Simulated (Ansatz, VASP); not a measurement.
Given: the input of a run of Ansatz 0.2.0 on InPd.

input.yaml

```yaml
crystal:
  lattice:
    - [3.27188478, 0.0, 0.0]
    - [0.0, 3.27188478, 0.0]
    - [0.0, 0.0, 3.27188478]
  atoms:
    - { symbol: In, position: [0.0, 0.0, 0.0] }
    - { symbol: Pd, position: [0.5, 0.5, 0.5] }
hamiltonian:
  xc: pbe
  pseudopotentials: { kind: paw }
kpoints:
  mp_grid: { grid: [8, 8, 8] }
scf:
  occupations: { method: fermi_dirac, width: 0.05 }
output:
  forces: true
  stress: true
  eigenvalues: true
relax:
  f_tol: 0.01
  max_steps: 40
  cell: { stress_tol: 0.05 }
```

Potentials or basis: Ansatz PAW.

Run with:

```console
$ ansatz run input.yaml --threads 2 --pin off --max-ram 5632MiB --backend cpu --events-out ev --progress --plain --runs-dir out
```

Problem. Set up the same calculation for VASP 6.6.1. Potentials there: VASP PAW PBE potentials, release 64 (In_d, Pd).

Solution. As run (the cutoff follows the program's own potentials):

INCAR

```
SYSTEM = InPd
ALGO = Normal
EDIFF = 1E-7
EDIFFG = -0.01
ENCUT = 600
GGA = PE
IBRION = 2
ISIF = 3
ISMEAR = -1
LASPH = .TRUE.
LCHARG = .FALSE.
LREAL = .FALSE.
LWAVE = .FALSE.
NELM = 80
NSW = 60
PREC = Accurate
SIGMA = 0.05
```

KPOINTS

```
k-points
0
G
  8 8 8
  0 0 0
```

File POSCAR:

```
InPd
1.0
    3.2718847800      0.0000000000      0.0000000000
    0.0000000000      3.2718847800      0.0000000000
    0.0000000000      0.0000000000      3.2718847800
In Pd
1 1
Direct
    0.0000000000      0.0000000000      0.0000000000
    0.5000000000      0.5000000000      0.5000000000
```

Potentials or basis: VASP PAW PBE potentials, release 64 (In_d, Pd).

Launch:

```console
$ cat potpaw_PBE.64/In_d/POTCAR potpaw_PBE.64/Pd/POTCAR > POTCAR
$ mpirun -np 1 vasp_std > vasp.out
```

Both were run:

|  | VASP | Ansatz | Ansatz less VASP |
| --- | --- | --- | --- |
| gap on the k mesh at the Fermi level, each at its own relaxed structure (eV) | none | none | - |
| relaxed volume (Å³/atom) | 18.04 | 18.04 | -0.004 |
| relaxed cell length with the largest relative difference (Å) | 3.304 | 3.304 | -0.0003 |
| energy change over the relaxation (meV/atom) | -6 | -6 | +0.1 |

A gap of «none» marks a metal or a gap that the smearing closes. The two sets of potentials don't hold the same shells in valence.

Caveats: the plane-wave basis is chosen anew once the cell has moved, so the energies of steps on either side of that aren't comparable (Ansatz).
